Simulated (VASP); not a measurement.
# Sb (R-3m) in VASP: notebook

Aim: see how the results for Sb move with the level of theory and the settings. Levels: r2SCAN, r2SCAN+rVV10. Tasks: relaxation of cell and atoms.

All numbers are computed with VASP 6.6.1; they aren't measurements. Logs are shortened: lines on timing, memory, paths and dates and some standing lists are left out, and cuts for length are marked.

## 1. The structure

Symmetry: R-3m, No. 166, trigonal system. The conventional cell has a = 4.301 Å, b = 4.301 Å, c = 11.232 Å, α = 90.00°, β = 90.00°, γ = 120.00°. Around Sb (site symmetry 3m) lie 3 Sb at 2.90 Å.

## 2. Relaxation of cell and atoms, r2SCAN

INCAR reads:

```
  ALGO = Normal
  EDIFF = 1E-7
  EDIFFG = -0.005
  ENCUT = 600
  IBRION = 2
  ISIF = 3
  ISMEAR = 0
  LASPH = T
  LCHARG = F
  LMIXTAU = T
  LREAL = F
  LWAVE = F
  METAGGA = R2SCAN
  NELM = 60
  NSW = 90
  PREC = Accurate
  SIGMA = 0.1
```

KPOINTS reads:

```
k-points
0
Gamma
  12 12 12
```

POSCAR reads:

```
Sb
1.0
    2.1506000000      1.2416494900      3.7440000000
   -2.1506000000      1.2416494900      3.7440000000
    0.0000000000     -2.4832989800      3.7440000000
Sb
2
Direct
    0.2336400000      0.2336400000      0.2336400000
    0.7663600000      0.7663600000      0.7663600000
```

Potentials or basis: VASP PAW PBE potentials, release 64 (Sb).

The run is started by

```sh
$ cat potpaw_PBE.64/Sb/POTCAR > POTCAR
$ mpirun -np 1 vasp_std > vasp.out
```

OUTCAR:

```text
EDIFF = 1E-7
   EDIFFG = -0.005
   ENCUT = 600
   IBRION = 2
   ISIF = 3
   ISMEAR = 0
   LASPH = T
   LREAL = F
   METAGGA = R2SCAN
   NELM = 60
   NSW = 90
   PREC = Accurate

 ion  position               nearest neighbor table
   1  0.234  0.234  0.234-   2 2.90   2 2.90   2 2.90   2 3.34   2 3.34   2 3.34
   2  0.766  0.766  0.766-   1 2.90   1 2.90   1 2.90   1 3.34   1 3.34   1 3.34

  LATTYP: Found a trigonal (rhomboedric) cell.
 ALAT       =     4.4926951617
 COS(alpha) =     0.5417152821

  Lattice vectors:

 A1 = (   2.1506000000,   1.2416494900,   3.7440000000)
 A2 = (  -2.1506000000,   1.2416494900,   3.7440000000)
 A3 = (   0.0000000000,  -2.4832989800,   3.7440000000)

Analysis of symmetry for initial positions (statically):
=====================================================================
 Subroutine PRICEL returns:
 Original cell was already a primitive cell.

 Routine SETGRP: Setting up the symmetry group for a
 trigonal (rhombohedral) supercell.

 Subroutine GETGRP returns: Found 12 space group operations
 (whereof 12 operations were pure point group operations)
 out of a pool of 12 trial point group operations.

The static configuration has the point symmetry D_3d.

Analysis of symmetry for dynamics (positions and initial velocities):
=====================================================================
 Subroutine PRICEL returns:
 Original cell was already a primitive cell.

 Routine SETGRP: Setting up the symmetry group for a
 trigonal (rhombohedral) supercell.

 Subroutine GETGRP returns: Found 12 space group operations
 (whereof 12 operations were pure point group operations)
 out of a pool of 12 trial point group operations.

The dynamic configuration has the point symmetry D_3d.

 Subroutine INISYM returns: Found 12 space group operations
 (whereof 12 operations are pure point group operations),
 and found     1 'primitive' translations

----------------------------------------------------------------------------------------

                                     Primitive cell

  volume of cell :      59.9854

  direct lattice vectors                    reciprocal lattice vectors
     2.150600000  1.241649490  3.744000000     0.232493258  0.134230045  0.089031339
    -2.150600000  1.241649490  3.744000000    -0.232493258  0.134230045  0.089031339
     0.000000000 -2.483298980  3.744000000     0.000000000 -0.268460090  0.089031339

  length of vectors
     4.492695162  4.492695162  4.492695163     0.282838115  0.282838115  0.282838115

  position of ions in fractional coordinates (direct lattice)
     0.233640000  0.233640000  0.233640000
     0.766360000  0.766360000  0.766360000

  ion indices of the primitive-cell ions
   primitive index   ion index
                 1           1
                 2           2

----------------------------------------------------------------------------------------

 KPOINTS: k-points

Automatic generation of k-mesh.
 Grid dimensions read from file:
 generate k-points for:   12   12   12

 Generating k-lattice:

  Cartesian coordinates                     Fractional coordinates (reciprocal lattice)
     0.019374438  0.011185837  0.007419278     0.083333333  0.000000000  0.000000000
    -0.019374438  0.011185837  0.007419278     0.000000000  0.083333333  0.000000000
     0.000000000 -0.022371674  0.007419278     0.000000000  0.000000000  0.083333333

  Length of vectors
     0.023569843  0.023569843  0.023569843

  Shift w.r.t. Gamma in fractional coordinates (k-lattice)
     0.000000000  0.000000000  0.000000000

 Subroutine IBZKPT returns following result:
 ===========================================

 Found    189 irreducible k-points:

 Following reciprocal coordinates:
            Coordinates               Weight
  0.000000  0.000000  0.000000      1.000000
  0.083333 -0.000000 -0.000000      6.000000
  0.166667 -0.000000  0.000000      6.000000
  0.250000 -0.000000  0.000000      6.000000
  0.333333 -0.000000  0.000000      6.000000
  0.416667  0.000000  0.000000      6.000000
[... 16 lines left out ...]
  0.500000  0.166667  0.000000     12.000000
 -0.416667  0.166667 -0.000000     12.000000
 [... further k-points ...]
   k-points           NKPTS =    189   k-points in BZ     NKDIM =    189   number of bands    NBANDS=      9
   number of dos      NEDOS =    301   number of ions     NIONS =      2
   total plane-waves  NPLWV =  46656
   dimension x,y,z NGX =    36 NGY =   36 NGZ =   36
   dimension x,y,z NGXF=    72 NGYF=   72 NGZF=   72
   ions per type =               2
   NGX,Y,Z   is equivalent  to a cutoff of  13.32, 13.32, 13.32 a.u.
   NGXF,Y,Z  is equivalent  to a cutoff of  26.64, 26.64, 26.64 a.u.
 SYSTEM =  unknown system
   PREC   = accura    normal or accurate (medium, high low for compatibility)
   ISTART =      0    job   : 0-new  1-cont  2-samecut
   ICHARG =      2    charge: 1-file 2-atom 10-const
   ISPIN  =      1    spin polarized calculation?
   LNONCOLLINEAR =      F non collinear calculations
   LSORBIT =      F    spin-orbit coupling
   LASPH  =      T    aspherical Exc in radial PAW
   ENCUT  =  600.0 eV  44.10 Ry    6.64 a.u.   8.97  8.97  8.97*2*pi/ulx,y,z
   NELM   =     60;   NELMIN=  2; NELMDL= -5     # of ELM steps
   EDIFF  = 0.1E-06   stopping-criterion for ELM
   LREAL  =      F    real-space projection
   EDIFFG = -.5E-02   stopping-criterion for IOM
   NSW    =     90    number of steps for IOM
   IBRION =      2    ionic relax: 0-MD 1-quasi-New 2-CG
   NFREE  =      1    steps in history (QN), initial steepest desc. (CG)
   ISIF   =      3    stress and relaxation
   ISYM   =      2    0-nonsym 1-usesym 2-fastsym
   POTIM  = 0.5000    time-step for ionic-motion
   TEBEG  =    0.0;   TEEND  =   0.0 temperature during run
   PSTRESS=    0.0 pullay stress
   NELECT =      10.0000    total number of electrons
   NUPDOWN=      -1.0000    fix difference up-down
   EMIN   =  10.00;   EMAX   =-10.00  energy-range for DOS
   EFERMI =   0.00;   METHOD = LEGACY
   ISMEAR =     0;   SIGMA  =   0.10  broadening in eV -4-tet -1-fermi 0-gaus
   EFERMI_NEDOS =   21; number of points for ismear=-14 and -15
   IALGO  =     38    algorithm
   IMIX   =      4    mixing-type and parameters
     AMIX     =   0.40;   BMIX     =  1.00
     AMIX_MAG =   1.60;   BMIX_MAG =  1.00
  volume/ion in A,a.u.               =      29.99       202.40
  Fermi-wavevector in a.u.,A,eV,Ry     =   0.901003  1.702649 11.045297  0.811806
  Thomas-Fermi vector in A             =   2.024030
   LORBIT       =      0    0 simple, 1 ext, 2 COOP (PROOUT), +10 PAW based schemes
   METAGGA = R2SCAN    functional components
   LHFCALC =     F    Hartree Fock is set to
   AEXX    =    0.0000 exact exchange contribution
   IVDW    =     0    specifies the selected vdW correction
   LEPSILON=     F    determine dielectric tensor
   LRPA    =     F    only Hartree local field effects (RPA)
 conjugate gradient relaxation of ions
 non-spin polarized calculation
 Gauss-broadening in eV      SIGMA  =   0.10
  energy-cutoff  :      600.00
  volume of cell :       59.99
 maximum number of plane-waves:      2034
   NGX = 17   NGY = 17   NGZ = 17

--------------------------------------- Ionic step        1  -------------------------------------------

 number of electron      10.0000000 magnetization

 Free energy of the ion-electron system (eV)
  ---------------------------------------------------
  ext. energy  EPLUGINS =         0.00000000
  ---------------------------------------------------
  free energy    TOTEN  =       -51.37696735 eV

  energy without entropy =      -51.37639148  energy(sigma->0) =      -51.37667941

 E-fermi :   7.3931     XC(G=0): -10.0284

 val. band max:        7.3091488241   @ k =   0.4167   0.3333   0.3333
 cond. band min:       7.3999706807   @ k =   0.5000   0.5000   0.5000
 fundamental gap:      0.0908218566
 Fermi energy:         7.3931016532

 k-point     1 :       0.0000    0.0000    0.0000
  band No.  band energies     occupation
      1      -6.0644      2.00000
      2       2.5910      2.00000
      3       5.0511      2.00000
      4       5.3016      2.00000
      5       5.3016      2.00000
      6       9.4997      0.00000
      7      10.1503      0.00000
      8      10.1503      0.00000
      9      12.7331      0.00000
[... 377 lines left out ...]
  FREE ENERGIE OF THE ION-ELECTRON SYSTEM (eV)
  ---------------------------------------------------
  free  energy   TOTEN  =       -51.3908952363 eV

  energy  without entropy=      -51.3902529101  energy(sigma->0) =      -51.39057407

[... ionic steps 4 to 8 ...]

--------------------------------------- Ionic step        9  -------------------------------------------

 number of electron      10.0000000 magnetization

------------------------ aborting loop because EDIFF is reached ----------------------------------------

  FORCE on cell =-STRESS in cart. coord.  units (eV):
  Direction    XX          YY          ZZ          XY          YZ          ZX
  --------------------------------------------------------------------------------------
  -------------------------------------------------------------------------------------
  Total       -0.0345262     -0.0345262     -0.0187896      0.0000000     -0.0000000      0.0000000
  in kB       -0.8777578     -0.8777578     -0.4776867      0.0000000     -0.0000000      0.0000000
  external PRESSURE =      -0.7444008 kB  Pullay stress =       0.0000000 kB
[... 57 lines left out ...]
  energy  without entropy=      -51.3930991133  energy(sigma->0) =      -51.39340626

--------------------------------------- Ionic step       11  -------------------------------------------

 number of electron      10.0000000 magnetization

 Free energy of the ion-electron system (eV)
  ---------------------------------------------------
  ext. energy  EPLUGINS =         0.00000000
  ---------------------------------------------------
  free energy    TOTEN  =       -51.39377774 eV

  energy without entropy =      -51.39316598  energy(sigma->0) =      -51.39347186

 E-fermi :   6.7906     XC(G=0):  -9.7998

 val. band max:        6.7393792698   @ k =   0.4167   0.3333   0.3333
 cond. band min:       6.7958900884   @ k =   0.3333   0.1667   0.1667
 fundamental gap:      0.0565108185
 Fermi energy:         6.7906326003

 k-point     1 :       0.0000    0.0000    0.0000
  band No.  band energies     occupation
      1      -6.3157      2.00000
      2       1.7176      2.00000
      3       4.5252      2.00000
      4       4.8270      2.00000
      5       4.8270      2.00000
      6       8.7262      0.00000
      7       9.4192      0.00000
      8       9.4192      0.00000
      9      12.2919      0.00000
[... 305 lines left out ...]
  FREE ENERGIE OF THE ION-ELECTRON SYSTEM (eV)
  ---------------------------------------------------
  free  energy   TOTEN  =       -51.3937777394 eV

  energy  without entropy=      -51.3931659840  energy(sigma->0) =      -51.39347186

 reached required accuracy - stopping structural energy minimisation
```

It took 34 min on 1 thread of Intel Xeon Platinum 8488C (Sapphire Rapids), shared host; peak memory 0.33 GiB.

Results:

- Free energy: -51.3938 eV
- Relaxed volume: 31.47 Å³/atom
- Relaxed cell: a = 4.595 Å, b = 4.595 Å, c = 4.595 Å, α = 56.44°, β = 56.44°, γ = 56.44°
- Space group after relaxing (to 0.05 Å): R-3m (No. 166)
- Energy gained by relaxing: 8.4 meV/atom
- Ionic steps: 11
- Pressure after relaxing: 0.0 GPa
- Band gap on the k mesh: none (metal or under the smearing width)

The path:
| step | energy change (eV) | largest force (eV/Å) | pressure (GPa) | volume (Å³) |
| --- | --- | --- | --- | --- |
| 1 | 0.0000 | 0.1061 | 2.20 | 59.99 |
| 2 | -0.0065 | 0.2476 | -1.34 | 63.63 |
| 3 | -0.0139 | 0.1050 | 0.06 | 62.04 |
| 4 | -0.0149 | 0.0754 | 0.05 | 62.20 |
| 5 | -0.0162 | 0.0006 | 0.03 | 62.61 |
| 6 | -0.0162 | 0.0226 | 0.03 | 62.72 |
| 7 | -0.0167 | 0.0054 | -0.03 | 62.89 |
| 8 | -0.0168 | 0.0060 | -0.07 | 63.01 |
| 9 | -0.0168 | 0.0076 | -0.07 | 63.02 |
| 10 | -0.0167 | 0.0148 | 0.13 | 62.83 |
| 11 | -0.0168 | 0.0014 | 0.01 | 62.94 |

Final structure:
```
Sb
1.0
     2.17261    1.25436    3.84947
    -2.17261    1.25436    3.84947
     0.00000   -2.50871    3.84947
Sb
2
Direct
  0.23205 0.23205 0.23205
  0.76795 0.76795 0.76795
```

Levels at points of the mesh, in eV from the Fermi level:
| k point | band 1 | band 2 | band 3 | band 4 | band 5 | band 6 | band 7 | band 8 | band 9 |
| --- | --- | --- | --- | --- | --- | --- | --- | --- | --- |
| (0.00, 0.00, 0.00) | -13.11 | -5.07 | -2.27 | -1.96 | -1.96 | 1.94 | 2.63 | 2.63 | 5.50 |
| (0.50, 0.00, 0.00) | -10.75 | -9.91 | -2.22 | -2.11 | -0.37 | -0.14 | 0.30 | 0.64 | 7.87 |
| (0.50, 0.50, 0.00) | -10.75 | -8.38 | -5.46 | -3.87 | -3.79 | 1.71 | 4.89 | 5.71 | 6.89 |
| (0.50, 0.50, 0.50) | -11.69 | -9.14 | -1.49 | -1.49 | -0.43 | 0.21 | 0.21 | 1.28 | 7.24 |

Caveat: the PAW data sets were made with another functional, which shifts forces and pressure a little.

## 3. Relaxation of cell and atoms, r2SCAN+rVV10

INCAR, as its differences from that of step 2:

```diff
@@ -1,2 +1,4 @@
   ALGO = Normal
+  BPARAM = 11.95
+  CPARAM = 0.0093
   EDIFF = 1E-7
@@ -7,2 +9,3 @@
   ISMEAR = 0
+  IVDW_NL = 2
   LASPH = T
@@ -11,2 +14,3 @@
   LREAL = F
+  LUSE_VDW = T
   LWAVE = F
```

KPOINTS is that of step 2.

POSCAR is that of step 2.

Potentials or basis: VASP PAW PBE potentials, release 64 (Sb).

The run is started by

```sh
$ cat potpaw_PBE.64/Sb/POTCAR > POTCAR
$ mpirun -np 1 vasp_std > vasp.out
```

Wall time 30 min (1 thread of Intel Xeon Platinum 8488C (Sapphire Rapids), shared host); peak memory 0.48 GiB.

Results (log left out):

```
Free energy                            : -51.0870 eV
Relaxed volume                         : 30.77 Å³/atom
Relaxed cell                           : a = 4.532 Å, b = 4.532 Å, c = 4.532 Å, α = 57.17°, β = 57.17°, γ = 57.17°
Space group after relaxing (to 0.05 Å) : R-3m (No. 166)
Energy gained by relaxing              : 3.6 meV/atom
Ionic steps                            : 9
Pressure after relaxing                : 0.0 GPa
Band gap on the k mesh                 : none (metal or under the smearing width)
```

Forces in eV/Å, atoms in the order of the input:
```
Sb   0.000  0.000 -0.002
Sb   0.000  0.000  0.002
```

The path:
```tsv
step	energy change (eV)	largest force (eV/Å)	pressure (GPa)	volume (Å³)
1	0.0000	0.1322	1.55	59.99
2	-0.0024	0.1493	-1.11	62.54
3	-0.0070	0.0276	0.03	61.37
4	-0.0070	0.0307	0.00	61.40
5	-0.0071	0.0213	-0.01	61.44
6	-0.0071	0.0027	-0.02	61.52
7	-0.0072	0.0034	0.03	61.49
8	-0.0072	0.0035	0.03	61.49
9	-0.0072	0.0021	0.00	61.54
```

Final structure:
```xyz
2
Lattice="2.1686 1.2520 3.7775 -2.1686 1.2520 3.7775 0.0000 -2.5041 3.7775" Properties=species:S:1:pos:R:3 pbc="T T T"
Sb    0.0000    0.0000    2.6470
Sb    0.0000    0.0000    8.6854
```

Levels at points of the mesh, in eV from the Fermi level:
| k point | band 2 | band 3 | band 4 | band 5 | band 6 | band 7 | band 8 | band 9 |
| --- | --- | --- | --- | --- | --- | --- | --- | --- |
| (0.00, 0.00, 0.00) | -4.91 | -2.25 | -2.01 | -2.01 | 2.10 | 2.73 | 2.73 | 5.36 |
| (0.50, 0.00, 0.00) | -10.02 | -2.14 | -1.99 | -0.38 | -0.13 | 0.29 | 0.47 | 8.03 |
| (0.50, 0.50, 0.00) | -8.32 | -5.65 | -3.96 | -3.90 | 1.70 | 5.06 | 5.72 | 7.16 |
| (0.50, 0.50, 0.50) | -9.32 | -1.49 | -1.49 | -0.41 | 0.06 | 0.06 | 1.20 | 7.42 |

Caveat: the PAW data sets were made with another functional, which shifts forces and pressure a little.

(Part 1 of 2 ends here.)
